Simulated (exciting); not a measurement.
Input of an exciting (release sodium) run:

The input input.xml:

```xml
<input>
  <title>Cr</title>
  <structure speciespath="./" tshift="false">
    <crystal scale="1">
      <basevect>0.000000000000 5.128716702234 0.000000000000</basevect>
      <basevect>-4.441598953003 -2.564358351117 0.000000000000</basevect>
      <basevect>0.000000000000 0.000000000000 8.333692209600</basevect>
    </crystal>
    <species speciesfile="Cr.xml" rmt="2">
      <atom coord="0.666666666700 0.333333333300 0.750000000000" bfcmt="0 0 -8"/>
      <atom coord="0.333333333300 0.666666666700 0.250000000000" bfcmt="0 0 -8"/>
    </species>
  </structure>
  <groundstate do="fromscratch" ngridk="11 11 6" rgkmax="9" gmaxvr="14" lmaxapw="10" lmaxmat="10" lmaxvr="8" xctype="GGA_PBE" stype="Gaussian" swidth="0.00073499" nempty="28" ValenceRelativity="iora*" epsengy="1e-05" epspot="1e-05" maxscl="90" tforce="true" outputlevel="normal">
    <spin reducebf="0.5"/>
  </groundstate>
</input>
```

Potentials or basis: all-electron LAPW+lo, shipped species files, valence relativity iora*.

Launch:

```bash
$ OMP_NUM_THREADS=1 exciting_smp
```

**Question.** Estimate the band gap on the k mesh.

**Answer.** None (metal or under the smearing width).

**Question.** What does it give for the site moments?

**Answer.** Cr +0.74 μB.

**Question.** Predict the net moment.

**Answer.** 1.74 μB per cell.
